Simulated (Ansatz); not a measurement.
CaF2 (started from an entry of an open crystallographic database) (r2SCAN geometry), in Ansatz:

```cif
data_structure
_symmetry_space_group_name_H-M 'Fm-3m'
_symmetry_Int_Tables_number 225
_cell_length_a 5.4392
_cell_length_b 5.4392
_cell_length_c 5.4392
_cell_angle_alpha 90.000
_cell_angle_beta 90.000
_cell_angle_gamma 90.000
_cell_volume 160.92
loop_
_atom_site_label
_atom_site_type_symbol
_atom_site_symmetry_multiplicity
_atom_site_Wyckoff_symbol
_atom_site_fract_x
_atom_site_fract_y
_atom_site_fract_z
_atom_site_occupancy
Ca1 Ca 4 a 0.00000 0.00000 0.00000 1
F1 F 8 c 0.25000 0.75000 0.75000 1
```

G0W0@PBE with 220 empty bands, a screening cutoff of 180 eV and a 6×6×6 mesh (PAW, contour deformation) gives 10.551 eV over the mesh points, from a PBE gap of 7.377 eV; it sums over 232 bands with 229 plane waves in the screening and a wave cutoff of 420 eV. G0W0 here is at a finite number of bands, screening cutoff and k mesh, not at the basis limit. No spin polarisation and no zero-point or thermal motion.

(1) Another run gave a Kohn-Sham gap of 7.362 eV and a G0W0 gap of 10.551 eV, summing over 232 bands with 229 plane waves in the screening and a wave cutoff of 1320 eV. What was changed?

(2) Estimate the gap with starting point PBE0.

(3) Estimate the gap with empty bands 427, screening cutoff 260 eV.

Answers

(1) Potentials of the kind norm-conserving. The wave cutoff gives it away.

(2) 11.746 eV (+1.195 eV), from a Kohn-Sham gap of 10.214 eV.

(3) 10.676 eV (+0.125 eV), from a Kohn-Sham gap of 7.377 eV.
